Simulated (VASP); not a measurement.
A run of VASP 6.6.1 is set up as follows.

Contents of INCAR:

```
SYSTEM = Cu2O
  PREC = Accurate
  ENCUT = 520
  EDIFF = 1E-6
  ISMEAR = 0
  SIGMA = 0.02
  LREAL = .False.
  LASPH = .True.
  NELM = 100
  ALGO = Normal
  ISIF = 2
  LWAVE = .False.
  LCHARG = .True.
  GGA = RP
  LELF = .True.
  LVHAR = .True.
  NBANDS = 37
```

The input KPOINTS:

```
Automatic mesh
0
Gamma
  6 6 6
  0 0 0
```

The input POSCAR:

```
Cu2O
4.26
    1.000000000000      0.000000000000      0.000000000000
    0.000000000000      1.000000000000      0.000000000000
    0.000000000000      0.000000000000      1.000000000000
Cu O
4 2
Direct
    0.7500000000      0.2500000000      0.7500000000
    0.7500000000      0.7500000000      0.2500000000
    0.2500000000      0.7500000000      0.7500000000
    0.2500000000      0.2500000000      0.2500000000
    0.5000000000      0.5000000000      0.5000000000
    0.0000000000      0.0000000000      0.0000000000
```

Potentials or basis: VASP PAW PBE potentials, release 54 (Cu, O).

Run with:

```sh
$ cat potpaw_PBE.54/Cu/POTCAR potpaw_PBE.54/O/POTCAR > POTCAR
$ mpirun -np 1 vasp_std > vasp.out
```

(1) What does it give for the pressure?

(2) What does it give for the band gap on the k mesh?

## Answers

(1) 8.4 GPa.

(2) 0.54 eV, direct.

Caveat: the PAW data sets were made with another functional, which shifts forces and pressure a little.

**Measured values to compare with.**

“Importance of surface oxygen vacancies for ultrafast hot carrier relaxation and transport in Cu2O”, 2021, arxiv:2103.03167 quotes, for a bulk crystal of Cu2O: band gap 2.17 eV (direct).

Against the measured gap of Cu2O, 2.17 eV (direct; quoted in “Importance of surface oxygen vacancies for ultrafast hot carrier relaxation and transport in Cu2O”, 2021, arxiv:2103.03167), the calculated 0.54 eV is off by -1.63 eV. So large a miss can be the level of theory's own, or it may mean another phase, state or a wrong row. The value is that of RPBE on a finite k mesh, which can miss the band edges, without temperature or zero-point motion. Semilocal functionals fall short of measured gaps as a rule.
